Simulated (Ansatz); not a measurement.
Space group R-3m:H (No. 166). a = 2.521 Å, b = 2.521 Å, c = 43.473 Å, α = 90.00°, β = 90.00°, γ = 120.00°
| atom | site | symmetry | x | y | z |
| --- | --- | --- | --- | --- | --- |
| C | 6c | 3m | 0.3333 | 0.6667 | 0.6845 |
| C | 6c | 3m | 0.3333 | 0.6667 | 0.8393 |
| C | 6c | 3m | 0.3333 | 0.6667 | 0.8748 |
| C | 6c | 3m | 0.3333 | 0.6667 | 0.9348 |
| C | 6c | 3m | 0.3333 | 0.6667 | 0.9703 |
| C | 6c | 3m | 0.6667 | 0.3333 | 0.7438 |
| C | 6c | 3m | 0.6667 | 0.3333 | 0.7799 |

Equation of state of this C structure (not necessarily the ground state), with shape and atoms relaxed at each volume where symmetry leaves them free. Level of theory: DFT PBE, scalar-relativistic, plane waves, PAW (Ansatz 0.2.0).

Settings: cutoff 420 eV, Γ-centred mesh 12×12×12 on the computed 14-atom cell, Gaussian smearing of 0.02 eV; no spin polarisation.

```
V (Å³/atom) E − E(largest V) (meV/atom) P (GPa) gap on mesh (eV)
      5.014                        69.01    69.97              4.74
      5.185                         6.04    48.58              4.65
      5.356                       -35.67    30.04              4.57
      5.527                       -58.94    13.96              4.49
      5.698                       -66.22     0.00              4.41
      5.869                       -59.60   -12.12              4.34
      6.040                       -40.94   -22.64              4.27
      6.268                         0.00   -34.54              4.18
```

Q: Fit a third-order Birch–Murnaghan equation to E(V).

A: V0 = 5.70 Å³/atom, B0 = 433 GPa, B0' = 3.7.

Cost: 8 runs of about 43 core-minutes in all, on Intel Xeon Processor @ 2.50GHz (Skylake/Cascade Lake) (shared hosts).